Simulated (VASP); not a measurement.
# Mg (P6_3/mmc) in VASP: single point with PBEsol

Aim: the single point of Mg with PBEsol.

All numbers are computed with VASP 6.6.1; they aren't measurements. Logs are shortened: lines on timing, memory, paths and dates and some standing lists are left out, and cuts for length are marked.

**1. The structure**

It takes space group P6_3/mmc (No. 194, hexagonal). Conventional cell: a = 3.209 Å, b = 3.209 Å, c = 5.210 Å, α = 90.00°, β = 90.00°, γ = 120.00°. Around Mg (site symmetry -6m2) lie 12 Mg at 3.20 to 3.21 Å.

**2. Single point, PBEsol**

Input file INCAR:

```
  ALGO = Fast
  EDIFF = 1E-6
  ENCUT = 520
  GGA = PS
  ISIF = 2
  ISMEAR = 0
  LASPH = True
  LCHARG = False
  LREAL = False
  LWAVE = False
  NBANDS = 9
  NELM = 100
  PREC = Accurate
  SIGMA = 0.1
```

Input file KPOINTS:

```
k-points
0
Gamma
  6 6 4
```

Input file POSCAR:

```
Mg
1.0
    3.2093000000      0.0000000000      0.0000000000
   -1.6046500000      2.7793353284      0.0000000000
    0.0000000000      0.0000000000      5.2103000000
Mg
2
Direct
    0.3333333333      0.6666666667      0.2500000000
    0.6666666667      0.3333333333      0.7500000000
```

Potentials or basis: VASP PAW PBE potentials, release 64 (Mg).

Run with:

```console
$ cat potpaw_PBE.64/Mg/POTCAR > POTCAR
$ mpirun -np 1 vasp_std > vasp.out
```

OUTCAR:

```text
EDIFF = 1E-6
   ENCUT = 520
   GGA = PS
   ISIF = 2
   ISMEAR = 0
   LASPH = True
   LREAL = False
   NELM = 100
   PREC = Accurate

 ion  position               nearest neighbor table
   1  0.333  0.667  0.250-   2 3.20   2 3.20   2 3.20   2 3.20   2 3.20   2 3.20
   2  0.667  0.333  0.750-   1 3.20   1 3.20   1 3.20   1 3.20   1 3.20   1 3.20

  LATTYP: Found a hexagonal cell.
 ALAT       =     3.2093000000
 C/A-ratio  =     1.6235004518

  Lattice vectors:

 A1 = (   3.2093000000,   0.0000000000,   0.0000000000)
 A2 = (  -1.6046500000,   2.7793353284,   0.0000000000)
 A3 = (   0.0000000000,   0.0000000000,   5.2103000000)

Analysis of symmetry for initial positions (statically):
=====================================================================
 Subroutine PRICEL returns:
 Original cell was already a primitive cell.

 Routine SETGRP: Setting up the symmetry group for a
 hexagonal supercell.

 Subroutine GETGRP returns: Found 24 space group operations
 (whereof 12 operations were pure point group operations)
 out of a pool of 24 trial point group operations.

The static configuration has the point symmetry D_3d.
 The point group associated with its full space group is D_6h.

Analysis of symmetry for dynamics (positions and initial velocities):
=====================================================================
 Subroutine PRICEL returns:
 Original cell was already a primitive cell.

 Routine SETGRP: Setting up the symmetry group for a
 hexagonal supercell.

 Subroutine GETGRP returns: Found 24 space group operations
 (whereof 12 operations were pure point group operations)
 out of a pool of 24 trial point group operations.

The dynamic configuration has the point symmetry D_3d.
 The point group associated with its full space group is D_6h.

 Subroutine INISYM returns: Found 24 space group operations
 (whereof 12 operations are pure point group operations),
 and found     1 'primitive' translations

----------------------------------------------------------------------------------------

                                     Primitive cell

  volume of cell :      46.4744

  direct lattice vectors                    reciprocal lattice vectors
     3.209300000  0.000000000  0.000000000     0.311594429  0.179899127  0.000000000
    -1.604650000  2.779335328  0.000000000     0.000000000  0.359798255  0.000000000
     0.000000000  0.000000000  5.210300000     0.000000000  0.000000000  0.191927528

  length of vectors
     3.209300000  3.209300000  5.210300000     0.359798255  0.359798255  0.191927528

  position of ions in fractional coordinates (direct lattice)
     0.333333333  0.666666667  0.250000000
     0.666666667  0.333333333  0.750000000

  ion indices of the primitive-cell ions
   primitive index   ion index
                 1           1
                 2           2

----------------------------------------------------------------------------------------

 KPOINTS: k-points

Automatic generation of k-mesh.
 Grid dimensions read from file:
 generate k-points for:    6    6    4

 Generating k-lattice:

  Cartesian coordinates                     Fractional coordinates (reciprocal lattice)
     0.051932405  0.029983188  0.000000000     0.166666667 -0.000000000  0.000000000
     0.000000000  0.059966376  0.000000000     0.000000000  0.166666667  0.000000000
     0.000000000  0.000000000  0.047981882     0.000000000  0.000000000  0.250000000

  Length of vectors
     0.059966376  0.059966376  0.047981882

  Shift w.r.t. Gamma in fractional coordinates (k-lattice)
     0.000000000  0.000000000  0.000000000

 Subroutine IBZKPT returns following result:
 ===========================================

 Found     21 irreducible k-points:

 Following reciprocal coordinates:
            Coordinates               Weight
  0.000000  0.000000  0.000000      1.000000
  0.166667  0.000000  0.000000      6.000000
  0.333333  0.000000  0.000000      6.000000
  0.500000  0.000000  0.000000      3.000000
  0.166667  0.166667  0.000000      6.000000
  0.333333  0.166667  0.000000     12.000000
[... 13 lines left out ...]
  0.333333  0.166667  0.500000     12.000000
  0.333333  0.333333  0.500000      2.000000
   k-points           NKPTS =     21   k-points in BZ     NKDIM =     21   number of bands    NBANDS=      9
   number of dos      NEDOS =    301   number of ions     NIONS =      2
   total plane-waves  NPLWV =  23040
   dimension x,y,z NGX =    24 NGY =   24 NGZ =   40
   dimension x,y,z NGXF=    48 NGYF=   48 NGZF=   80
   ions per type =               2
   NGX,Y,Z   is equivalent  to a cutoff of  12.43, 12.43, 12.76 a.u.
   NGXF,Y,Z  is equivalent  to a cutoff of  24.86, 24.86, 25.53 a.u.
 SYSTEM =  unknown system
   PREC   = accura    normal or accurate (medium, high low for compatibility)
   ISTART =      0    job   : 0-new  1-cont  2-samecut
   ICHARG =      2    charge: 1-file 2-atom 10-const
   ISPIN  =      1    spin polarized calculation?
   LNONCOLLINEAR =      F non collinear calculations
   LSORBIT =      F    spin-orbit coupling
   LASPH  =      T    aspherical Exc in radial PAW
   ENCUT  =  520.0 eV  38.22 Ry    6.18 a.u.   5.97  5.97  9.69*2*pi/ulx,y,z
   NELM   =    100;   NELMIN=  2; NELMDL= -5     # of ELM steps
   EDIFF  = 0.1E-05   stopping-criterion for ELM
   LREAL  =      F    real-space projection
   EDIFFG = 0.1E-04   stopping-criterion for IOM
   NSW    =      0    number of steps for IOM
   IBRION =     -1    ionic relax: 0-MD 1-quasi-New 2-CG
   NFREE  =      0    steps in history (QN), initial steepest desc. (CG)
   ISIF   =      2    stress and relaxation
   ISYM   =      2    0-nonsym 1-usesym 2-fastsym
   POTIM  = 0.5000    time-step for ionic-motion
   TEBEG  =    0.0;   TEEND  =   0.0 temperature during run
   PSTRESS=    0.0 pullay stress
   NELECT =       4.0000    total number of electrons
   NUPDOWN=      -1.0000    fix difference up-down
   EMIN   =  10.00;   EMAX   =-10.00  energy-range for DOS
   EFERMI =   0.00;   METHOD = LEGACY
   ISMEAR =     0;   SIGMA  =   0.10  broadening in eV -4-tet -1-fermi 0-gaus
   EFERMI_NEDOS =   21; number of points for ismear=-14 and -15
   IALGO  =     68    algorithm
   IMIX   =      4    mixing-type and parameters
     AMIX     =   0.40;   BMIX     =  1.00
     AMIX_MAG =   1.60;   BMIX_MAG =  1.00
  volume/ion in A,a.u.               =      23.24       156.81
  Fermi-wavevector in a.u.,A,eV,Ry     =   0.722809  1.365911  7.108401  0.522453
  Thomas-Fermi vector in A             =   1.812866
   LORBIT       =      0    0 simple, 1 ext, 2 COOP (PROOUT), +10 PAW based schemes
   GGA     = PS    functional components
   LHFCALC =     F    Hartree Fock is set to
   AEXX    =    0.0000 exact exchange contribution
   IVDW    =     0    specifies the selected vdW correction
   LEPSILON=     F    determine dielectric tensor
   LRPA    =     F    only Hartree local field effects (RPA)
 non-spin polarized calculation
 RMM-DIIS sequential band-by-band and
 Gauss-broadening in eV      SIGMA  =   0.10
  energy-cutoff  :      520.00
  volume of cell :       46.47
 maximum number of plane-waves:      1272
 NGX is ok and might be reduce to    24
   NGX = 11   NGY = 11   NGZ = 19

 number of electron       4.0000000 magnetization

 Free energy of the ion-electron system (eV)
  ---------------------------------------------------
  ext. energy  EPLUGINS =         0.00000000
  ---------------------------------------------------
  free energy    TOTEN  =        -3.37966689 eV

  energy without entropy =       -3.37249267  energy(sigma->0) =       -3.37607978

 E-fermi :   2.3900     XC(G=0):  -8.4958

 val. band max:        2.3537951285   @ k =   0.1667   0.1667   0.0000
 cond. band min:       2.4046480738   @ k =   0.3333   0.1667   0.0000
 fundamental gap:      0.0508529453
 Fermi energy:         2.3900468941

 k-point     1 :       0.0000    0.0000    0.0000
  band No.  band energies     occupation
      1      -4.3474      2.00000
      2       0.8639      2.00000
      3       1.2911      2.00000
      4      13.3847      0.00000
      5      13.3847      0.00000
      6      13.4780      0.00000
      7      13.4780      0.00000
      8      14.2778      0.00000
      9      15.8548      0.00000

 k-point     2 :       0.1667    0.0000    0.0000
  band No.  band energies     occupation
      1      -3.8063      2.00000
      2       1.3601      2.00000
      3       1.8137      2.00000
      4       8.6165      0.00000
      5      11.1544      0.00000
      6      11.7932      0.00000
      7      13.3152      0.00000
      8      14.1767      0.00000
      9      15.7599      0.00000

 k-point     3 :       0.3333    0.0000    0.0000
  band No.  band energies     occupation
      1      -2.2012      2.00000
      2       2.8510      0.00000
      3       3.1083      0.00000
      4       4.3972      0.00000
      5       8.8642      0.00000
      6       9.0285      0.00000
      7       9.7903      0.00000
      8      11.5002      0.00000
      9      14.1953      0.00000

 k-point     4 :       0.5000    0.0000    0.0000
  band No.  band energies     occupation
      1       0.4060      2.00000
      2       0.4126      2.00000
      3       5.1701      0.00000
      4       5.5398      0.00000
      5       5.7706      0.00000
      6       6.1934      0.00000
      7       9.3372      0.00000
      8      10.7184      0.00000
      9      13.6769      0.00000
[... 169 lines left out ...]
 k-point    19 :       0.1667    0.1667    0.5000
  band No.  band energies     occupation
      1      -1.3764      2.00000
      2      -1.3764      2.00000
      3       7.4375      0.00000
      4       7.4375      0.00000
      5       7.8624      0.00000
      6       7.8624      0.00000
      7       9.7307      0.00000
      8       9.7307      0.00000
      9      16.5888      0.00000

 k-point    20 :       0.3333    0.1667    0.5000
  band No.  band energies     occupation
      1       0.6909      2.00000
      2       0.6909      2.00000
      3       3.8108      0.00000
      4       3.8108      0.00000
      5       6.9007      0.00000
      6       6.9007      0.00000
      7      11.2851      0.00000
      8      11.2851      0.00000
      9      14.0051      0.00000

 k-point    21 :       0.3333    0.3333    0.5000
  band No.  band energies     occupation
      1       2.7349      0.00000
      2       2.7349      0.00000
      3       3.2024      0.00000
      4       3.2024      0.00000
      5       4.0505      0.00000
      6       4.0505      0.00000
      7      13.3222      0.00000
      8      13.3228      0.00000
      9      13.5654      0.00000

------------------------ aborting loop because EDIFF is reached ----------------------------------------

  FORCE on cell =-STRESS in cart. coord.  units (eV):
  Direction    XX          YY          ZZ          XY          YZ          ZX
  --------------------------------------------------------------------------------------
  -------------------------------------------------------------------------------------
  Total       -0.3401303     -0.3401303     -0.3062260     -0.0000000     -0.0000000      0.0000000
  in kB      -11.7257858    -11.7257858    -10.5569540     -0.0000000     -0.0000000      0.0000000
  external PRESSURE =     -11.3361752 kB  Pullay stress =       0.0000000 kB

 VOLUME and BASIS-vectors are now :
 -----------------------------------------------------------------------------
  energy-cutoff  :      520.00
  volume of cell :       46.47
      direct lattice vectors                 reciprocal lattice vectors
     3.209300000  0.000000000  0.000000000     0.311594429  0.179899127  0.000000000
    -1.604650000  2.779335328  0.000000000     0.000000000  0.359798255  0.000000000
     0.000000000  0.000000000  5.210300000     0.000000000  0.000000000  0.191927528

 POSITION                                       TOTAL-FORCE (eV/Angst)
 -----------------------------------------------------------------------------------
     -0.00000      1.85289      1.30258        -0.000000     -0.000000      0.000000
      1.60465      0.92645      3.90773         0.000000      0.000000      0.000000
 -----------------------------------------------------------------------------------
    total drift:                                0.000000     -0.000000      0.000000

  FREE ENERGIE OF THE ION-ELECTRON SYSTEM (eV)
  ---------------------------------------------------
  free  energy   TOTEN  =        -3.3796668867 eV

  energy  without entropy=       -3.3724926657  energy(sigma->0) =       -3.37607978
```

Wall time 6.9 s (1 thread of Intel Xeon Platinum 8259CL at 2.50GHz (Skylake/Cascade Lake), shared host); peak memory 0.15 GiB.

What came out:

* Free energy: -3.3797 eV
* Pressure: -1.1 GPa
* Band gap on the k mesh: none (metal or under the smearing width)

Levels at points of the mesh, in eV from the Fermi level:
```csv
k point,band 1,band 2,band 3,band 4,band 5
"(0.00, 0.00, 0.00)",-6.74,-1.53,-1.10,10.99,10.99
"(0.50, 0.00, 0.00)",-1.98,-1.98,2.78,3.15,3.38
"(0.00, 0.00, 0.50)",-5.36,-5.36,5.13,5.13,11.74
"(0.50, 0.00, 0.50)",-0.95,-0.95,-0.31,-0.31,8.11
```

Caveat: the k mesh is coarse (spacing up to 0.38 Å⁻¹), so the values aren't converged; the PAW data sets were made with another functional, which shifts forces and pressure a little.
